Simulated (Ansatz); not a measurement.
## Two inputs for TiO2

Cell: a Materials Project structure (computed, not necessarily an observed phase), taken as it stands.

Space group Pbcn (No. 60); a = 4.5453, b = 5.5196, c = 4.9092 Å.

```csv
site,Wyckoff,site symmetry,x,y,z
Ti,4c,.2.,0.5000,0.6730,0.7500
O,8d,1,0.7285,0.6183,0.0814
```

One atom of each set is listed.

Reference run. Computed with Ansatz: DFT, PBE, plane waves and PAW, scalar-relativistic, 420 eV cutoff, Γ-centred 5×4×4 k-points, Fermi–Dirac smearing 0.02 eV.

(1) The input is changed as follows: `scf.mixing.algorithm`: not typed → broyden; `scf.mixing.beta`: not typed → 0.1; `scf.occupations.width`: 0.02 → 0.025. What happens to V_zz (10²¹ V/m²) and η?

Answers

(1) 

```
site  V_zz reference  η reference  V_zz changed  η changed
  Ti            2.74         0.27          2.74       0.27
   O           -2.73         0.60         -2.73       0.60
```

All printed values agree. The gap of 2.6 eV is far wider than the smearing, so the levels stay full or empty whatever the smearing's form; with a small gap this would fail. SCF iterations: 6 and 9.
